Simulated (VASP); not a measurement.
# InP (F-43m) in VASP: a series of runs

The runs below take InP through dielectric tensor, with PBE.

Everything below comes from runs of VASP 6.6.1. Logs are shortened: lines on timing, memory, paths and dates and some standing lists are left out, and cuts for length are marked.

**1. The crystal as given**

The structure is cubic, space group F-43m (No. 216). Conventional cell: a = 5.861 Å, b = 5.861 Å, c = 5.861 Å, α = 90.00°, β = 90.00°, γ = 90.00°. In (site symmetry -43m) is surrounded by 4 P at 2.54 Å. P (site symmetry -43m) is surrounded by 4 In at 2.54 Å.

**2. Dielectric tensor, PBE**

Input file INCAR:

```
SYSTEM = InP
PREC = Accurate
ENCUT = 250
EDIFF = 1E-8
ISMEAR = 0
SIGMA = 0.01
LREAL = .False.
LASPH = .True.
NELM = 100
ALGO = Normal
ISIF = 2
LWAVE = .False.
LCHARG = .False.
GGA = PE
LEPSILON = .True.
```

Input file KPOINTS:

```
regular mesh
0
Gamma
  11 11 11
  0 0 0
```

Input file POSCAR:

```
InP
1.0
    0.0000000000      2.9305000000      2.9305000000
    2.9305000000      0.0000000000      2.9305000000
    2.9305000000      2.9305000000      0.0000000000
In P
1 1
Direct
    0.0000000000      0.0000000000      0.0000000000
    0.7500000000      0.7500000000      0.7500000000
```

Potentials or basis: VASP PAW PBE potentials, release 64 (In_d, P).

On the command line:

```console
cat potpaw_PBE.64/In_d/POTCAR potpaw_PBE.64/P/POTCAR > POTCAR
mpirun -np 1 vasp_std > vasp.out
```

OUTCAR:

```text
SYSTEM = InP
   PREC = Accurate
   ENCUT = 250
   EDIFF = 1E-8
   ISMEAR = 0
   LREAL = .False.
   LASPH = .True.
   NELM = 100
   ISIF = 2
   GGA = PE
   LEPSILON = .True.

 Found     56 irreducible k-points:

 Following reciprocal coordinates:
            Coordinates               Weight
  0.000000  0.000000  0.000000      1.000000
  0.090909  0.000000  0.000000      8.000000
  0.181818  0.000000  0.000000      8.000000
  0.272727  0.000000  0.000000      8.000000
  0.363636  0.000000  0.000000      8.000000
  0.454545  0.000000  0.000000      8.000000
   k-points           NKPTS =     56   k-points in BZ     NKDIM =     56   number of bands    NBANDS=     13
   number of dos      NEDOS =    301   number of ions     NIONS =      2
   total plane-waves  NPLWV =  13824
   dimension x,y,z NGX =    24 NGY =   24 NGZ =   24
   dimension x,y,z NGXF=    48 NGYF=   48 NGZF=   48
   ions per type =               1   1
   NGX,Y,Z   is equivalent  to a cutoff of   9.63,  9.63,  9.63 a.u.
   NGXF,Y,Z  is equivalent  to a cutoff of  19.25, 19.25, 19.25 a.u.
 SYSTEM =  InP
   PREC   = accura    normal or accurate (medium, high low for compatibility)
   ISTART =      0    job   : 0-new  1-cont  2-samecut
   ICHARG =      2    charge: 1-file 2-atom 10-const
   ISPIN  =      1    spin polarized calculation?
   LNONCOLLINEAR =      F non collinear calculations
   LSORBIT =      F    spin-orbit coupling
   LASPH  =      T    aspherical Exc in radial PAW
   ENCUT  =  250.0 eV  18.37 Ry    4.29 a.u.   5.34  5.34  5.34*2*pi/ulx,y,z
   NELM   =    100;   NELMIN=  2; NELMDL= -5     # of ELM steps
   EDIFF  = 0.1E-07   stopping-criterion for ELM
   LREAL  =      F    real-space projection
   EDIFFG = 0.1E-06   stopping-criterion for IOM
   NSW    =      0    number of steps for IOM
   IBRION =     -1    ionic relax: 0-MD 1-quasi-New 2-CG
   NFREE  =      0    steps in history (QN), initial steepest desc. (CG)
   ISIF   =      2    stress and relaxation
   ISYM   =      2    0-nonsym 1-usesym 2-fastsym
   POTIM  = 0.5000    time-step for ionic-motion
   TEBEG  =    0.0;   TEEND  =   0.0 temperature during run
   PSTRESS=    0.0 pullay stress
   NELECT =      18.0000    total number of electrons
   NUPDOWN=      -1.0000    fix difference up-down
   EMIN   =  10.00;   EMAX   =-10.00  energy-range for DOS
   EFERMI =   0.00;   METHOD = LEGACY
   ISMEAR =     0;   SIGMA  =   0.01  broadening in eV -4-tet -1-fermi 0-gaus
   EFERMI_NEDOS =   21; number of points for ismear=-14 and -15
   IALGO  =     38    algorithm
   IMIX   =      4    mixing-type and parameters
     AMIX     =   0.40;   BMIX     =  1.00
     AMIX_MAG =   1.60;   BMIX_MAG =  1.00
  volume/ion in A,a.u.               =      25.17       169.83
  Fermi-wavevector in a.u.,A,eV,Ry     =   1.162021  2.195901 18.371846  1.350293
  Thomas-Fermi vector in A             =   2.298587
   LORBIT       =      0    0 simple, 1 ext, 2 COOP (PROOUT), +10 PAW based schemes
   GGA     = PE    functional components
   LHFCALC =     F    Hartree Fock is set to
   AEXX    =    0.0000 exact exchange contribution
   IVDW    =     0    specifies the selected vdW correction
   LEPSILON=     T    determine dielectric tensor
   LRPA    =     F    only Hartree local field effects (RPA)
 non-spin polarized calculation
 Gauss-broadening in eV      SIGMA  =   0.01
  energy-cutoff  :      250.00
  volume of cell :       50.33
 maximum number of plane-waves:       463
 NGX is ok and might be reduce to    24
   NGX = 11   NGY = 11   NGZ = 11

--------------------------------------- Ionic step        1  -------------------------------------------

 number of electron      18.0000024 magnetization

 E-fermi :   5.2922     XC(G=0):  -9.2843

 val. band max:        5.1910963958   @ k =   0.0000   0.0000   0.0000
 cond. band min:       5.8975606978   @ k =   0.0000   0.0000   0.0000
 fundamental gap:      0.7064643020
 Fermi energy:         5.2922198026

 k-point     1 :       0.0000    0.0000    0.0000
  band No.  band energies     occupation
      1      -8.9667      2.00000
      2      -8.9667      2.00000
      3      -8.9667      2.00000
      4      -8.8140      2.00000
      5      -8.8140      2.00000
      6      -6.3318      2.00000
      7       5.1911      2.00000
      8       5.1911      2.00000
      9       5.1911      2.00000
     10       5.8976      0.00000
     11       9.2907      0.00000
     12       9.2907      0.00000
     13       9.2907      0.00000

 k-point     2 :       0.0909    0.0000    0.0000
  band No.  band energies     occupation
      1      -8.9773      2.00000
      2      -8.9624      2.00000
      3      -8.9624      2.00000
      4      -8.8140      2.00000
      5      -8.8140      2.00000
      6      -6.2364      2.00000
      7       4.1668      2.00000
      8       5.0874      2.00000
      9       5.0874      2.00000
     10       6.6183      0.00000
     11       9.3378      0.00000
     12       9.4491      0.00000
     13       9.4491      0.00000

 k-point     3 :       0.1818    0.0000    0.0000
  band No.  band energies     occupation
      1      -9.0049      2.00000
      2      -8.9521      2.00000
      3      -8.9521      2.00000
      4      -8.8133      2.00000
      5      -8.8133      2.00000
      6      -5.9602      2.00000
      7       2.7744      2.00000
      8       4.8410      2.00000
      9       4.8410      2.00000
     10       7.0136      0.00000
     11       9.7892      0.00000
     12       9.7892      0.00000
     13       9.8159      0.00000

 k-point     4 :       0.2727    0.0000    0.0000
  band No.  band energies     occupation
      1      -9.0389      2.00000
      2      -8.9405      2.00000
      3      -8.9405      2.00000
      4      -8.8103      2.00000
      5      -8.8103      2.00000
      6      -5.5367      2.00000
      7       1.4243      2.00000
      8       4.5681      2.00000
      9       4.5681      2.00000
     10       6.9514      0.00000
     11      10.0331      0.00000
     12      10.0331      0.00000
     13      10.7816      0.00000

 k-point     5 :       0.3636    0.0000    0.0000
  band No.  band energies     occupation
      1      -9.0687      2.00000
      2      -8.9319      2.00000
      3      -8.9319      2.00000
      4      -8.8052      2.00000
      5      -8.8052      2.00000
      6      -5.0440      2.00000
      7       0.2781      2.00000
      8       4.3516      2.00000
      9       4.3516      2.00000
     10       6.7989      0.00000
     11      10.0654      0.00000
     12      10.0654      0.00000
     13      11.7622      0.00000

 k-point     6 :       0.4545    0.0000    0.0000
  band No.  band energies     occupation
      1      -9.0861      2.00000
      2      -8.9282      2.00000
      3      -8.9282      2.00000
      4      -8.8010      2.00000
      5      -8.8010      2.00000
      6      -4.6631      2.00000
      7      -0.4398      2.00000
      8       4.2336      2.00000
      9       4.2336      2.00000
     10       6.7026      0.00000
     11      10.0196      0.00000
     12      10.0196      0.00000
     13      12.2479      0.00000

 [... further k-points ...]

  FORCE on cell =-STRESS in cart. coord.  units (eV):
  Direction    XX          YY          ZZ          XY          YZ          ZX
  --------------------------------------------------------------------------------------
  -------------------------------------------------------------------------------------
  Total        0.9277369      0.9277369      0.9277369      0.0000000      0.0000000     -0.0000000
  in kB       29.5311426     29.5311426     29.5311426      0.0000000      0.0000000     -0.0000000
  external PRESSURE =      29.5311426 kB  Pullay stress =       0.0000000 kB

 VOLUME and BASIS-vectors are now :
 -----------------------------------------------------------------------------
  energy-cutoff  :      250.00
  volume of cell :       50.33
      direct lattice vectors                 reciprocal lattice vectors
     0.000000000  2.930500000  2.930500000    -0.170619348  0.170619348  0.170619348
     2.930500000  0.000000000  2.930500000     0.170619348 -0.170619348  0.170619348
     2.930500000  2.930500000  0.000000000     0.170619348  0.170619348 -0.170619348

 POSITION                                       TOTAL-FORCE (eV/Angst)
 -----------------------------------------------------------------------------------
      0.00000      0.00000      0.00000         0.000000     -0.000000     -0.000000
      4.39575      4.39575      4.39575        -0.000000      0.000000      0.000000
 -----------------------------------------------------------------------------------
    total drift:                               -0.000002     -0.000002     -0.000002

  FREE ENERGIE OF THE ION-ELECTRON SYSTEM (eV)
  ---------------------------------------------------
  free  energy   TOTEN  =        -8.3764864477 eV

  energy  without entropy=       -8.3764864477  energy(sigma->0) =       -8.37648645

 HEAD OF MICROSCOPIC STATIC DIELECTRIC TENSOR (INDEPENDENT PARTICLE, excluding Hartree and local field effects)
 ------------------------------------------------------
          12.545541    -0.000000    -0.000000
          -0.000000    12.545541    -0.000000
           0.000000     0.000000    12.545541
 ------------------------------------------------------

 Free energy of the ion-electron system (eV)
  ---------------------------------------------------
  ---------------------------------------------------
  free energy    TOTEN  =        -1.65457525 eV

  energy without entropy =       -1.65457525

------------------------ aborting loop because EDIFF is reached ----------------------------------------

--------------------------------------- Ionic step        2  -------------------------------------------

------------------------ aborting loop because EDIFF is reached ----------------------------------------

--------------------------------------- Ionic step        3  -------------------------------------------

 Free energy of the ion-electron system (eV)
  ---------------------------------------------------
  ---------------------------------------------------
  free energy    TOTEN  =        -1.65457765 eV

  energy without entropy =       -1.65457765

------------------------ aborting loop because EDIFF is reached ----------------------------------------

 PIEZOELECTRIC TENSOR FIELD DIRECTION 3  (e Angst)
 -----------------------------------------------------------------------------
    -0.00044  2.58179  0.00000           (  0.00000  0.03429  0.00000)
     2.58179 -0.00044  0.00000           (  0.03429  0.00000  0.00000)
     0.00000  0.00000 -0.00162           (  0.00000  0.00000 -0.00000)

 PIEZOELECTRIC TENSOR FIELD DIRECTION 3  (C/m^2)
 -----------------------------------------------------------------------------
    -0.00014  0.82182  0.00000
     0.82182 -0.00014  0.00000
     0.00000  0.00000 -0.00051

 MACROSCOPIC STATIC DIELECTRIC TENSOR (including local field effects in DFT)
 ------------------------------------------------------
          12.083619    -0.000000    -0.000000
           0.000000    12.083619    -0.000000
          -0.000000     0.000000    12.083619
 ------------------------------------------------------

 PIEZOELECTRIC TENSOR (including local field effects)  for field in x, y, z        (e  Angst)
          XX          YY          ZZ          XY          YZ          ZX
  --------------------------------------------------------------------------------
  x     0.00000     0.00000     0.00000     0.00000     2.58870     0.00000
  y    -0.00000     0.00000     0.00000     0.00000     0.00000     2.58870
  z     0.00000    -0.00000    -0.00000     2.58870     0.00000     0.00000

 PIEZOELECTRIC TENSOR (including local field effects)  for field in x, y, z        (C/m^2)
          XX          YY          ZZ          XY          YZ          ZX
  --------------------------------------------------------------------------------
  x     0.00000     0.00000     0.00000     0.00000     0.82402     0.00000
  y    -0.00000     0.00000     0.00000     0.00000     0.00000     0.82402
  z     0.00000    -0.00000    -0.00000     0.82402     0.00000     0.00000

 BORN EFFECTIVE CHARGES (including local field effects) (in |e|, cummulative output)
 ---------------------------------------------------------------------------------
 ion    1
    1     2.56469     0.00000     0.00000
    2     0.00000     2.56469     0.00000
    3    -0.00000     0.00000     2.56469
 ion    2
    1    -2.56469     0.00000     0.00000
    2     0.00000    -2.56469     0.00000
    3     0.00000    -0.00000    -2.56469
```

Run time: 1.9 min. Hardware: 1 thread of Intel Xeon 6975P-C (Granite Rapids), shared host; peak memory 0.24 GiB.

The run converged, but a check on its numbers failed (symmetry, net force, bounds or a known fault of this set-up), so they aren't taken as properties of the crystal.

Caveat: the cutoff lies under the usual one of these potentials, so the numbers hold a large basis-set error; spin-orbit coupling is left out, which moves the levels of the heavy elements.

[end of part 1 of 3]
